When does a computed band gap that agrees with experiment deserve trust, and when is a bad one the fault of the theory? Lead selenide, PbSe, puts both questions sharply. It is a semiconductor whose filled and empty bands almost touch, at one kind of point in the space of electron wavevectors: the point L, on the zone boundary along the cube diagonal. The gap is a small difference between two levels, so anything that shifts either level, or looks for them in the wrong place, can change it out of recognition.

Kohn-Sham DFT band gaps of PbSe (Fm-3m, 2-atom cell with edges of 4.328 Å, not relaxed), between the highest filled and lowest empty levels on the k-mesh, without spin-orbit coupling unless stated. The measured gap is 0.2 eV, from ARPES at the bulk L point, between quantized subbands of a film at 130 K (arXiv:1712.07894); values found run from 0.15 to 0.26 eV.

```
                                program                     functional    how the value is got                                  potentials or basis  wave cutoff (eV)  k-mesh  computed band gap (eV)  computed less measured (eV)
                           SIESTA 5.4.2  xPBE with spin-orbit coupling  Kohn-Sham, on the mesh           PseudoDojo 0.4 standard, converted to PSML               n/a   6x6x6                   0.014                        -0.19
                            GPAW 26.7.0                         PBEsol  Kohn-Sham, on the mesh  PAW data sets made by gpaw setup for the functional               600   8x8x8                   0.155                        -0.05
                      ABINIT 10.8.3 (1)                            LDA  Kohn-Sham, on the mesh                 PseudoDojo NC SR LDA v0.4.1 standard              1061   6x6x6                   0.194                        -0.01
                      ABINIT 10.8.3 (2)                        LDA-VWN  Kohn-Sham, on the mesh                                  JTH PAW LDA v2.0 sp               408   8x8x8                   0.204                         0.00
                      ABINIT 10.8.3 (3)                         PBEsol  Kohn-Sham, on the mesh              PseudoDojo NC SR PBEsol v0.4.1 standard              1061   6x6x6                   0.212                         0.01
FLEUR MaX-R8.1 (later development tree)                            PBE  Kohn-Sham, on the mesh                                         all electron               n/a   8x8x8                   0.291                         0.09
                      ABINIT 10.8.3 (4)                           PW91  Kohn-Sham, on the mesh                                     JTH PAW PBE v2.0               463   8x8x8                   0.292                         0.09
                      ABINIT 10.8.3 (5)                            LDA  Kohn-Sham, on the mesh                                     JTH PAW LDA v2.0               463   5x5x5                    1.11                         0.91
```

One failure is obvious. The LDA calculation on the 5x5x5 mesh gives a gap of 1.11 eV, while the two other LDA calculations give about 0.2 eV. The functional is therefore not to blame. The meshes differ: along each reciprocal lattice vector, the five-point mesh has points at 0, 1/5, 2/5 and so on, whereas L lies at 1/2. The calculation never visits the place where the gap is smallest.

The run itself carries a second sign of this. Its smallest gap at a single wavevector is 1.14 eV, slightly more than the listed value, so the highest filled and the lowest empty level were found at different mesh points. In the other runs without spin-orbit coupling the two gaps coincide, as they should when both band edges are at L. An indirect gap is no error in general, but here it contradicts calculations of the same crystal with the same functional.

Why does so small a step away from L cost so much? At L the two edge states have opposite parity, and symmetry forbids them to mix. Away from L the ban is lifted, and two levels that mix repel each other. Let E be the gap at L, q the distance from L, and c a constant that measures how fast the mixing grows. Two levels at +E/2 and −E/2, coupled by cq/2, move to plus and minus half of the following gap:

gap(q) = √(E² + (cq)²)

Because E is small, the second term soon dominates, and the gap rises almost in proportion to q.

A chain of two alternating kinds of atom, with one s orbital on each, behaves in the same way. At the zone edge its two bands are separated only by the difference between the atoms; away from it, hopping between neighbours drives them apart. A mesh that skips the edge overestimates the gap of the chain as well. The comparison ends there, since the chain has neither the three p orbitals of a real atom nor spin-orbit coupling.

The size of the error can be estimated from other rows. In the PW91 calculation the gap is 0.292 eV at L and 1.484 eV at the next mesh point towards the zone centre, 1/8 away in each coordinate. For that step cq is √(1.484² − 0.292²) = 1.455 eV. The nearest point of the 5x5x5 mesh is only 1/10 away, which reduces cq by a factor of 0.8 to 1.164 eV. With the LDA gap of 0.199 eV at L, the expected gap is

√(0.199² + 1.164²) = 1.18 eV

The 5x5x5 calculation, which played no part in setting c, gives 1.14 eV. A parabola through the same two PW91 points would give 0.96 eV, because it assumes that the mixing is still weak compared with E. The two-level formula has its own limit: two mesh steps from L it gives 2.9 eV where PW91 gives 3.2 eV, since other bands then take part. The printed output after this text gives the same test with c taken from the GPAW calculation.

The lesson for setting up a calculation is that a denser mesh alone cures this error only slowly. On an odd 15x15x15 mesh centred on the zone centre, the formula still gives an LDA gap of 0.44 eV, more than twice the value at L. An even mesh with the same centre contains L and removes the error at once.

The other failure is quiet, because it looks like success. Four calculations come within about 0.05 eV of the measured gap, yet all four leave out spin-orbit coupling, which is strong in lead. Local and semilocal functionals such as LDA and PBEsol usually give gaps that are too small, so close agreement in a compound of a heavy element is itself a reason for suspicion. The one calculation that includes the coupling gives only 0.014 eV.

The mechanism again is repulsion between levels, but now it acts at L itself. The lowest empty state there is made mainly of the lead p orbital that points along the cube diagonal. The two p orbitals across the diagonal form a pair, which PW91 places 1.40 eV higher. Spin-orbit coupling mixes the single state with the pair while turning the spin over, and the lower level is pushed down towards the filled band. The filled edge, largely selenium p, is pushed up by a pair below it in the same way, but less, since selenium is lighter. The push is stronger for a heavier atom, for a closer pair and for a state with more p character on the heavy atom. With a roughly recalled splitting of 1.3 eV for the lead p shell, a two-level estimate gives a lowering of the order of a tenth to a few tenths of an eV, which can be as large as the gap itself.

The table agrees with that order of magnitude. The PBE and PW91 calculations, without coupling, lie about 0.28 eV above the SIESTA result with coupling. This difference isn't a clean measurement of the effect, because the functional, the basis and the potentials change too. The SIESTA gap is also so small that its two edge levels may already have changed places, in which case the shift would be about 0.31 eV.

If the smaller shift is nevertheless applied to the six calculations that omit the coupling and include L, their gaps run from −0.12 to +0.01 eV. The upper end merely returns the SIESTA value from which the shift was taken, but the four gaps that looked accurate all turn negative. A negative value means that the state which should be empty has dropped below the one which should be filled, so that the bands are in the wrong order. On this estimate, the good agreement comes from two errors of opposite sign: the functional makes the gap too small, and leaving out the coupling makes it too large. Adding the coupling alone would then make the theory more complete but its result worse, in the order of the bands as well as in the gap; a sound gap also needs a better treatment of exchange and correlation than these functionals offer.

Differences of a few hundredths of an eV shouldn't be used to choose a winner. With PBEsol, ABINIT and GPAW differ by 0.06 eV for the same crystal, for a reason that these calculations don't isolate. The measured value is no sharper: it comes from a thin film, where confinement widens the gap, the gap of PbSe grows with temperature, and published values run from 0.15 to 0.26 eV.

Numerical output:

```
Mean gap of the two LDA rows whose mesh holds L, eV: 0.199
PW91 gap one mesh step from L, eV: 1.484
Smallest direct gap computed on the 5x5x5 mesh, eV: 1.136
Direct gap less listed gap on the 5x5x5 mesh, eV: 0.02634
Hyperbola with slope from PW91, predicted 5x5x5 direct gap, eV: 1.181
Hyperbola with slope from GPAW, predicted 5x5x5 direct gap, eV: 1.157
Parabola from PW91, predicted 5x5x5 direct gap, eV: 0.9619
PW91 gap computed two mesh steps from L, eV: 3.205
Hyperbola two mesh steps from L, eV: 2.925
Hyperbola, LDA gap expected on an odd 15x15x15 mesh, eV: 0.4361
PBE-type rows without coupling less SIESTA with coupling, normal band order, eV: 0.2775
The same difference if the SIESTA bands are inverted, eV: 0.3055
Lowest signed gap of the six rows after the borrowed normal-order shift, eV: -0.1225
Highest signed gap of the six rows after the same shift, eV: 0.0145
Doublet above the conduction edge at L in PW91, eV: 1.399
Rough push on the conduction edge with full Pb p weight, eV: 0.2974
Rough push with half the Pb p weight, eV: 0.07471
PBEsol gap in ABINIT less GPAW, eV: 0.057
PBEsol less LDA within ABINIT (3) and (1), eV: 0.018
```
